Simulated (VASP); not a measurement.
# SiC: zone-centre modes, functional by functional, part 3 of 4

Aim: the vibrations of SiC at the zone centre, at several levels of theory. The starting structure is a computed structure from the Materials Project.

VASP 6.6.1.

Results so far: LDA B1 (4) 920.6 cm⁻¹; LDA at the given cell B1 (4) 905.4 cm⁻¹.

## 4. Modes with PBEsol

Level of this step: PBEsol; plane waves and PAW (Si, C) (VASP).

PBEsol restores the gradient expansion of exchange and is tuned for the cells of solids. The cell comes from a relaxation at this level, not shown (82.80 Å³).

INCAR reads:

```
SYSTEM = SiC
PREC = Accurate
ENCUT = 520
EDIFF = 1E-08
NELM = 100
ISMEAR = 0
SIGMA = 0.03
LREAL = .FALSE.
ALGO = Normal
GGA = PS
NBANDS = 24
LORBIT = 11
LWAVE = .FALSE.
LCHARG = .FALSE.
KPAR = 8
IBRION = 6
NFREE = 2
POTIM = 0.015
NSW = 1
ISIF = 2
```

POSCAR reads:

```
SiC
1.0
    3.0795919081      0.0000000000      0.0000000000
   -1.5397959540      2.6670048257      0.0000000000
    0.0000000000      0.0000000000     10.0815990636
Si C
4 4
Direct
    0.0000000000      0.0000000000      0.1879026981
    0.0000000000      0.0000000000      0.6879026981
    0.3333333333      0.6666666667      0.4378463721
    0.6666666667      0.3333333333      0.9378463721
    0.0000000000      0.0000000000      0.0004481968
    0.0000000000      0.0000000000      0.5004481968
    0.3333333333      0.6666666667      0.2498017330
    0.6666666667      0.3333333333      0.7498017330
```

KPOINTS reads:

```
Automatic mesh
0
Gamma
9 9 2
0 0 0
```

PAW data sets: Si and C (PBE family, release 64).

Launch:

```
mpirun -np 8 vasp_std
```

What it wrote:

```text
[banner, memory and clock lines left out]
running    8 mpi-ranks, on    1 nodes
[...]
[... a notice as in an earlier step ...]

|                                                                             |
|               ----> ADVICE to this user running VASP <----                  |
|                                                                             |
|     You enforced a specific xc type in the INCAR file but a different       |
|     [... a line on the potential file left out ...]
|     I HOPE YOU KNOW WHAT YOU ARE DOING!                                     |
|                                                                             |

 LDA part: xc-table for (Slater+PW92), standard interpolation
 POSCAR, INCAR and KPOINTS ok, starting setup
[...]
entering main loop
       N       E                     dE             d eps       ncg     rms          rms(c)
DAV:   1     0.745533625417E+02    0.74553E+02   -0.14587E+04  1152   0.121E+03
DAV:   2    -0.637556309183E+02   -0.13831E+03   -0.12857E+03  1616   0.199E+02
[...]
DAV:  15    -0.636702605717E+02   -0.53296E-09   -0.11544E-08  1064   0.564E-04
   1 F= -.63670261E+02 E0= -.63670261E+02  d E =-.770284E-16
[... from here on, the cycles between the ionic steps are left out ...]
   2 F= -.63668009E+02 E0= -.63668009E+02  d E =-.499752E-14
   3 F= -.63668009E+02 E0= -.63668009E+02  d E =-.499944E-14
   4 F= -.63666890E+02 E0= -.63666890E+02  d E =-.174639E-17
   5 F= -.63666822E+02 E0= -.63666822E+02  d E =-.134631E-15
   6 F= -.63668033E+02 E0= -.63668033E+02  d E =-.499776E-15
   7 F= -.63668033E+02 E0= -.63668033E+02  d E =-.498922E-15
   8 F= -.63666893E+02 E0= -.63666893E+02  d E =-.122889E-18
   9 F= -.63666849E+02 E0= -.63666849E+02  d E =-.646459E-16
  10 F= -.63668063E+02 E0= -.63668063E+02  d E =-.260841E-15
  11 F= -.63668063E+02 E0= -.63668063E+02  d E =-.260763E-15
  12 F= -.63667212E+02 E0= -.63667212E+02  d E =-.121601E-15
  13 F= -.63667263E+02 E0= -.63667263E+02  d E =-.175329E-19
  14 F= -.63668063E+02 E0= -.63668063E+02  d E =-.243505E-15
  15 F= -.63668063E+02 E0= -.63668063E+02  d E =-.243916E-15
  16 F= -.63667261E+02 E0= -.63667261E+02  d E =-.252673E-16
  17 F= -.63667318E+02 E0= -.63667318E+02  d E =-.156518E-16
 Finite differences progress:
  Degree of freedom:   8/  8
  Displacement:        2/  2
  Total:              16/ 16
```

The job ended after 2.8 min (8 MPI ranks of Intel Xeon Platinum 8259CL at 2.50GHz (Skylake/Cascade Lake), shared host; peak memory 3.3 GiB; 22 min of CPU time).

From OUTCAR (step 4):

```text
  Total        0.0903403      0.0903403     -0.1480139      0.0000000     -0.0000000      0.0000000
  in kB        1.7480170      1.7480170     -2.8639584      0.0000000     -0.0000000      0.0000000
  external PRESSURE =       0.2106919 kB  Pullay stress =       0.0000000 kB

 POSITION                                       TOTAL-FORCE (eV/Angst)
 -----------------------------------------------------------------------------------
      0.00000      0.00000      1.89436        -0.000000      0.000000     -0.172921
      0.00000      0.00000      6.93516        -0.000000      0.000000      0.036199
     -0.00000      1.77800      4.41419        -0.000000     -0.000000     -0.156355
      1.53980      0.88900      9.45499         0.000000      0.000000      0.021658
      0.00000      0.00000      0.00452         0.000000      0.000000     -0.041418
      0.00000      0.00000      5.04532         0.000000      0.000000     -0.042592
     -0.00000      1.77800      2.50340         0.000000      0.000000      0.388320
      1.53980      0.88900      7.55920         0.000000     -0.000000     -0.032890
 -----------------------------------------------------------------------------------
    total drift:                                0.000000     -0.000000     -0.000100

  FREE ENERGIE OF THE ION-ELECTRON SYSTEM (eV)
  ---------------------------------------------------
  free  energy   TOTEN  =       -63.6673178327 eV

  energy  without entropy=      -63.6673178327  energy(sigma->0) =      -63.66731783

[... 1 part as in an earlier step ...]

[... 2 further parts left out ...]
[key lines of the parts left out:]
E-fermi :   8.2742
```

With PBEsol the modes are at the top B1 (4) 906.4, B1 (3) 897.6 cm⁻¹, at the bottom E2 (2) 196.4, E2 (1) 188.5 cm⁻¹, with 10 more of the listed ones between; the largest shift is -14.2 cm⁻¹, in B1 (4), from LDA.

## 5. Modes with PBE

PBE, the usual starting point, adds the gradient of the density. The cell comes from a relaxation at this level, not shown (83.97 Å³).

INCAR, as its differences from that of step 4:

```diff
@@ -9,3 +9,3 @@
 ALGO = Normal
-GGA = PS
+GGA = PE
 NBANDS = 24
```

POSCAR reads:

```
SiC
1.0
    3.0938905913      0.0000000000      0.0000000000
   -1.5469452956      2.6793878486      0.0000000000
    0.0000000000      0.0000000000     10.1288814758
Si C
4 4
Direct
    0.0000000000      0.0000000000      0.1878932070
    0.0000000000      0.0000000000      0.6878932070
    0.3333333333      0.6666666667      0.4378513524
    0.6666666667      0.3333333333      0.9378513524
    0.0000000000      0.0000000000      0.0004501110
    0.0000000000      0.0000000000      0.5004501110
    0.3333333333      0.6666666667      0.2498043296
    0.6666666667      0.3333333333      0.7498043296
```

KPOINTS is that of step 4.

Launch:

```
mpirun -np 8 vasp_std
```

What it wrote:

```text
[banner, memory and clock lines left out]
running    8 mpi-ranks, on    1 nodes
[...]
[... a notice as in an earlier step ...]

 LDA part: xc-table for (Slater+PW92), standard interpolation
 POSCAR, INCAR and KPOINTS ok, starting setup
[...]
entering main loop
       N       E                     dE             d eps       ncg     rms          rms(c)
DAV:   1     0.779991464937E+02    0.77999E+02   -0.14514E+04  1152   0.120E+03
DAV:   2    -0.604557109704E+02   -0.13845E+03   -0.12727E+03  1584   0.200E+02
DAV:   3    -0.674108205967E+02   -0.69551E+01   -0.69123E+01  1536   0.437E+01
DAV:   4    -0.675073286406E+02   -0.96508E-01   -0.96426E-01  1480   0.601E+00
[...]
DAV:  13    -0.602476638424E+02   -0.99400E-06   -0.63775E-07  1560   0.458E-03    0.200E-03
DAV:  14    -0.602476640277E+02   -0.18530E-06   -0.24654E-08  1208   0.968E-04    0.122E-03
DAV:  15    -0.602476640241E+02    0.36139E-08   -0.14561E-08  1112   0.727E-04
   1 F= -.60247664E+02 E0= -.60247664E+02  d E =-.222088E-11
[... from here on, the cycles between the ionic steps are left out ...]
   2 F= -.60245483E+02 E0= -.60245483E+02  d E =-.313927E-22
   3 F= -.60245483E+02 E0= -.60245483E+02  d E =-.314098E-22
   4 F= -.60244380E+02 E0= -.60244380E+02  d E =-.644550E-11
   5 F= -.60244292E+02 E0= -.60244292E+02  d E =-.445633E-11
   6 F= -.60245503E+02 E0= -.60245503E+02  d E =-.240427E-22
   7 F= -.60245503E+02 E0= -.60245503E+02  d E =-.239430E-22
   8 F= -.60244395E+02 E0= -.60244395E+02  d E =-.127252E-13
   9 F= -.60244305E+02 E0= -.60244305E+02  d E =-.747414E-23
  10 F= -.60245534E+02 E0= -.60245534E+02  d E =-.611368E-23
  11 F= -.60245534E+02 E0= -.60245534E+02  d E =-.611961E-23
  12 F= -.60244676E+02 E0= -.60244676E+02  d E =-.697254E-22
  13 F= -.60244762E+02 E0= -.60244762E+02  d E =-.586213E-14
  14 F= -.60245535E+02 E0= -.60245535E+02  d E =-.115970E-10
  15 F= -.60245535E+02 E0= -.60245535E+02  d E =-.116155E-10
  16 F= -.60244726E+02 E0= -.60244726E+02  d E =-.256105E-11
  17 F= -.60244815E+02 E0= -.60244815E+02  d E =-.156278E-23
 Finite differences progress:
  Degree of freedom:   8/  8
  Displacement:        2/  2
  Total:              16/ 16
```

Wall time 2.8 min (8 MPI ranks); peak memory 3.3 GiB; 22 min of CPU time.

Parts of OUTCAR (step 5):

```text
  Total        0.0712925      0.0712925     -0.1317604      0.0000000      0.0000000      0.0000000
  in kB        1.3603563      1.3603563     -2.5141632      0.0000000      0.0000000      0.0000000
  external PRESSURE =       0.0688498 kB  Pullay stress =       0.0000000 kB

 POSITION                                       TOTAL-FORCE (eV/Angst)
 -----------------------------------------------------------------------------------
      0.00000      0.00000      1.90315        -0.000000     -0.000000     -0.171792
      0.00000      0.00000      6.96759         0.000000     -0.000000      0.036240
     -0.00000      1.78626      4.43494         0.000000     -0.000000     -0.146198
      1.54695      0.89313      9.49939         0.000000      0.000000      0.022702
      0.00000      0.00000      0.00456         0.000000     -0.000000     -0.041918
      0.00000      0.00000      5.06900        -0.000000     -0.000000     -0.042938
     -0.00000      1.78626      2.51524        -0.000000      0.000000      0.377367
      1.54695      0.89313      7.59468        -0.000000     -0.000000     -0.033463
 -----------------------------------------------------------------------------------
    total drift:                                0.000000     -0.000000     -0.001054

  FREE ENERGIE OF THE ION-ELECTRON SYSTEM (eV)
  ---------------------------------------------------
  free  energy   TOTEN  =       -60.2448146051 eV

  energy  without entropy=      -60.2448146051  energy(sigma->0) =      -60.24481461

[... 1 part as in an earlier step ...]

[... 2 further parts left out ...]
[key lines of the parts left out:]
E-fermi :   8.2081
```

With PBE the modes are at the top B1 (4) 895.0, B1 (3) 886.4 cm⁻¹, at the bottom E2 (2) 198.2, E2 (1) 190.7 cm⁻¹, with 10 more of the listed ones between; the largest shift is -25.6 cm⁻¹, in B1 (4), from LDA.

## 6. Modes with PBEsol + D3(BJ)

D3 with Becke-Johnson damping keeps a finite attraction at short range. The cell comes from a relaxation at this level, not shown (81.40 Å³).

INCAR, as its differences from that of step 5:

```diff
@@ -9,3 +9,4 @@
 ALGO = Normal
-GGA = PE
+GGA = PS
+IVDW = 12
 NBANDS = 24
```

POSCAR reads:

```
SiC
1.0
    3.0622559135      0.0000000000      0.0000000000
   -1.5311279567      2.6519914140      0.0000000000
    0.0000000000      0.0000000000     10.0237812681
Si C
4 4
Direct
    0.0000000000      0.0000000000      0.1879108520
    0.0000000000      0.0000000000      0.6879108520
    0.3333333333      0.6666666667      0.4378293816
    0.6666666667      0.3333333333      0.9378293816
    0.0000000000      0.0000000000      0.0004487937
    0.0000000000      0.0000000000      0.5004487937
    0.3333333333      0.6666666667      0.2498099727
    0.6666666667      0.3333333333      0.7498099727
```

KPOINTS is that of step 5.

Launch:

```
mpirun -np 8 vasp_std
```

What it wrote:

```text
[banner, memory and clock lines left out]
running    8 mpi-ranks, on    1 nodes
[...]
[... a notice as in an earlier step ...]

 [... a notice as in an earlier step ...]

 LDA part: xc-table for (Slater+PW92), standard interpolation
 POSCAR, INCAR and KPOINTS ok, starting setup
[...]
entering main loop
       N       E                     dE             d eps       ncg     rms          rms(c)
DAV:   1     0.691513604520E+02    0.69151E+02   -0.14581E+04  1152   0.121E+03
DAV:   2    -0.645501879366E+02   -0.13370E+03   -0.12438E+03  1576   0.199E+02
DAV:   3    -0.709471664800E+02   -0.63970E+01   -0.63612E+01  1528   0.422E+01
DAV:   4    -0.710288355738E+02   -0.81669E-01   -0.81613E-01  1504   0.555E+00
[...]
DAV:  15    -0.636530115089E+02   -0.16669E-07   -0.46983E-09  1032   0.428E-04    0.220E-04
DAV:  16    -0.636530115195E+02   -0.10648E-07   -0.81370E-10  1008   0.187E-04    0.126E-04
DAV:  17    -0.636530115136E+02    0.59090E-08   -0.18407E-10   880   0.768E-05
   1 F= -.65620888E+02 E0= -.65620888E+02  d E =-.247143E-19
[... from here on, the cycles between the ionic steps are left out ...]
   2 F= -.65618550E+02 E0= -.65618550E+02  d E =-.516516E-17
   3 F= -.65618550E+02 E0= -.65618550E+02  d E =-.516637E-17
   4 F= -.65617418E+02 E0= -.65617418E+02  d E =-.934556E-22
   5 F= -.65617322E+02 E0= -.65617322E+02  d E =-.234267E-17
   6 F= -.65618575E+02 E0= -.65618575E+02  d E =-.102039E-18
   7 F= -.65618575E+02 E0= -.65618575E+02  d E =-.101927E-18
   8 F= -.65617441E+02 E0= -.65617441E+02  d E =-.198273E-19
   9 F= -.65617325E+02 E0= -.65617325E+02  d E =-.106382E-19
  10 F= -.65618605E+02 E0= -.65618605E+02  d E =-.995117E-19
  11 F= -.65618605E+02 E0= -.65618605E+02  d E =-.994175E-19
  12 F= -.65617697E+02 E0= -.65617697E+02  d E =-.100065E-19
  13 F= -.65617798E+02 E0= -.65617798E+02  d E =-.182860E-21
  14 F= -.65618602E+02 E0= -.65618602E+02  d E =-.278195E-18
  15 F= -.65618602E+02 E0= -.65618602E+02  d E =-.278744E-18
  16 F= -.65617747E+02 E0= -.65617747E+02  d E =-.748557E-19
  17 F= -.65617852E+02 E0= -.65617852E+02  d E =-.192345E-20
 Finite differences progress:
  Degree of freedom:   8/  8
  Displacement:        2/  2
  Total:              16/ 16
```

Wall time 5.3 min (8 MPI ranks); peak memory 3.4 GiB; 34 min of CPU time.

OUTCAR, selected parts (step 6):

```text
 Edisp (eV)   -1.96788

 Edisp (eV)   -1.96788

  Total       0.08309     0.08309    -0.17377     0.00000     0.00000     0.00000
  in kB       1.63533     1.63533    -3.42011     0.00000     0.00000     0.00000
  external pressure =       -0.05 kB  Pullay stress =        0.00 kB

 POSITION                                       TOTAL-FORCE (eV/Angst)
 -----------------------------------------------------------------------------------
      0.00000      0.00000      1.88358         0.000000     -0.000000     -0.174558
      0.00000      0.00000      6.89547         0.000000     -0.000000      0.038289
     -0.00000      1.76799      4.38871         0.000000     -0.000000     -0.164276
      1.53113      0.88400      9.40060         0.000000      0.000000      0.024590
      0.00000      0.00000      0.00450         0.000000     -0.000000     -0.044723
      0.00000      0.00000      5.01639         0.000000     -0.000000     -0.045985
     -0.00000      1.76799      2.48904        -0.000000      0.000000      0.402097
      1.53113      0.88400      7.51593        -0.000000     -0.000000     -0.035434
 -----------------------------------------------------------------------------------
    total drift:                               -0.000000     -0.000000     -0.000073

  FREE ENERGIE OF THE ION-ELECTRON SYSTEM (eV)
  ---------------------------------------------------
  free  energy   TOTEN  =       -65.6178524176 eV

  energy  without entropy=      -65.6178524176  energy(sigma->0) =      -65.61785242

[... 1 part as in an earlier step ...]

[... 2 further parts left out ...]
[key lines of the parts left out:]
E-fermi :   8.4907
```

With PBEsol + D3(BJ) the modes are at the top B1 (4) 923.2, B1 (3) 914.4 cm⁻¹, at the bottom E2 (2) 196.6, E2 (1) 188.3 cm⁻¹, with 10 more of the listed ones between; the largest shift is +8.2 cm⁻¹, in E1 (2), from LDA.

[end of part 3 of 4]

[Lines on the potential files, build, host, timing and source positions are cut from VASP's logs without a mark.]

[Logs are printed without paths, hosts, clocks, repeated set-up lines and the standing remarks that a program may print on its own settings, such as how far it seeks lower states.]

[Hosts, paths, dates, database ids (printed as entryN), source tags and the programs' standing remarks are cut or masked in the printed files.]
